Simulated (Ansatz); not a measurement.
Be (omega (AlB2-type)): energy against volume

These are results of Ansatz, DFT, revPBE, plane waves (420 eV) with PAW, scalar-relativistic, not measurements. The PAW files were generated under PBE, with cores re-solved for the functional.

The cell is scaled uniformly from the relaxed one, with fractional coordinates and shape fixed. Energies are extrapolated to zero smearing, pressures are those at the given smearing. Magnetic state: spin not included.

A Birch-Murnaghan fit gives V₀ = 8.26 Å³/atom, B₀ = 111 GPa, B₀′ = 3.3.

**Question.** What are the energy above the minimum and the pressure at 7.265 Å³/atom?

**Answer.** 49.3 meV/atom and 17.56 GPa as computed.

**Question.** What are the energy above the minimum and the pressure at 7.925 Å³/atom?

**Answer.** 4.9 meV/atom and 4.90 GPa as computed.

**Question.** What are the energy above the minimum and the pressure at 8.916 Å³/atom?

**Answer.** 16.2 meV/atom and -7.44 GPa as computed.
